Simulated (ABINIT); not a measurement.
Crystal: ZrB2.

```
Zr B
1.0
     3.17000    0.00000    0.00000
    -1.58500    2.74530    0.00000
     0.00000    0.00000    3.53300
Zr B
1 2
Cartesian
  0.0000 0.0000 0.0000
  1.5850 0.9151 1.7665
  0.0000 1.8302 1.7665
```

* Program: ABINIT 10.8.3 (patched build)
* Task: relaxation of cell and atoms
* Functional: LDA
* Potentials or basis: JTH PAW LDA v2.0
* Cutoff: 463 eV
* k mesh: 8 × 8 × 6
* Occupations: fermi-dirac, width 0.05 eV
* Spin: no spin polarisation

At the start: pressure -8.8 GPa; volume 10.25 Å³/atom.

Where does the relaxation end?

Over 7 steps the energy falls by 10.3 meV/atom and the volume is 9.89 Å³/atom (-3.5 %); space group P6/mmm (No. 191, to 0.05 Å).

The path:
| step | energy change (eV) | largest force (eV/Å) | pressure (GPa) | volume (Å³) |
| --- | --- | --- | --- | --- |
| 1 | 0.0000 | 0.0000 | -8.78 | 30.75 |
| 2 | -0.0287 | 0.0000 | -2.33 | 29.93 |
| 3 | -0.0307 | 0.0000 | 0.10 | 29.65 |
| 4 | -0.0308 | 0.0000 | 0.01 | 29.66 |
| 5 | -0.0308 | 0.0000 | -0.02 | 29.66 |
| 6 | -0.0308 | 0.0000 | -0.01 | 29.66 |
| 7 | -0.0308 | 0.0000 | 0.00 | 29.66 |

Final structure:
```
Zr B
1.0
     3.13316    0.00000    0.00000
    -1.56658    2.71340    0.00000
     0.00000    0.00000    3.48822
Zr B
1 2
Direct
  0.00000 0.00000 0.00000
  0.66667 0.33333 0.50000
  0.33333 0.66667 0.50000
```
